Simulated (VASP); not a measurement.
```
CELL_PARAMETERS angstrom
      6.20829     0.00000     0.00000
      0.00000     6.20829     0.00000
      0.00000     0.00000     6.20829
ATOMIC_POSITIONS crystal
  Cs 0.00000 0.00000 0.00000
  Pb 0.50000 0.50000 0.50000
  I  0.50000 0.00000 0.50000
  I  0.00000 0.50000 0.50000
  I  0.50000 0.50000 0.00000
```

All values below come from PBEsol GGA, VASP's PBE PAW potentials (set 64) (plane waves; VASP). Settings: 520 eV cut-off, 4×4×4 Γ-centred mesh, tetrahedra with Blöchl corrections, potentials Cs_sv Pb_d I.

Unless said otherwise, spin-orbit coupling is left out, though it shifts the bands of the heavy elements here.

Problem. Estimate the energy per atom (σ→0), band gap (on the k-mesh) with the smallest direct gap where there is one.

Solution. 
| Item | Result |
|---|---|
| band gap (on the k-mesh) | 1.12 eV |
| smallest direct gap (on the k-mesh) | 1.12 eV |
| energy per atom (σ→0) | -289.4 kJ/mol of atoms |

The compound is CsPbI3 in the cubic perovskite structure, the ideal cubic form; the compound distorts at low or room temperature. It was relaxed first.
